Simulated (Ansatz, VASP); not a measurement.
**Two plane-wave programs on Pt**

INCAR

```
  PREC = Accurate
  ENCUT = 520
  EDIFF = 1E-6
  ISMEAR = 0
  SIGMA = 0.05
  LREAL = False
  LASPH = True
  NELM = 60
  ALGO = Fast
  ISIF = 2
  LWAVE = False
  LCHARG = False
  GGA = PE
  NBANDS = 11
```

Contents of KPOINTS:

```
regular mesh
0
Gamma
  8 8 8
```

File POSCAR:

```
Pt
1.0
   -1.6065680805      1.6065680805      1.6065680805
    1.6065680805     -1.6065680805      1.6065680805
    1.6065680805      1.6065680805     -1.6065680805
Pt
1
Direct
    0.0000000000      0.0000000000      0.0000000000
```

Input for Ansatz:

```yaml
crystal:
  lattice:
    - [-1.6065680805, 1.6065680805, 1.6065680805]
    - [1.6065680805, -1.6065680805, 1.6065680805]
    - [1.6065680805, 1.6065680805, -1.6065680805]
  atoms:
    - { symbol: Pt, position: [0.0, 0.0, 0.0] }
basis:
  ecutwfc: 420
  ecutrho_ratio: 4
kpoints:
  mp_grid: { grid: [8, 8, 8] }
hamiltonian:
  xc: pbe
scf:
  occupations: { method: gaussian, width: 0.05 }
output:
  forces: true
  stress: true
  eigenvalues: true
```

Alike in both runs: task single point; functional PBE; k mesh 8 × 8 × 8; occupations gaussian, width 0.05 eV; no spin polarisation.

|  | VASP | Ansatz |
| --- | --- | --- |
| version | VASP 6.6.1 | Ansatz 0.2.0 |
| potentials or method | VASP PAW PBE potentials, release 64 (Pt) | scalar-relativistic, plane waves, PAW |
| plane-wave cutoff (eV) | 520 | 420 |
| valence electrons in the cell | 10 | 18 |

```tsv
	VASP	Ansatz	Ansatz less VASP
gap on the k mesh at the Fermi level (eV)	none	none	-
pressure (GPa)	-8.8	-8.5	+0.39
```

A gap of «none» marks a metal or a gap that the smearing closes. The two sets of potentials don't hold the same shells in valence.

The runs have no spin-orbit coupling, so splittings on Pt are missing.
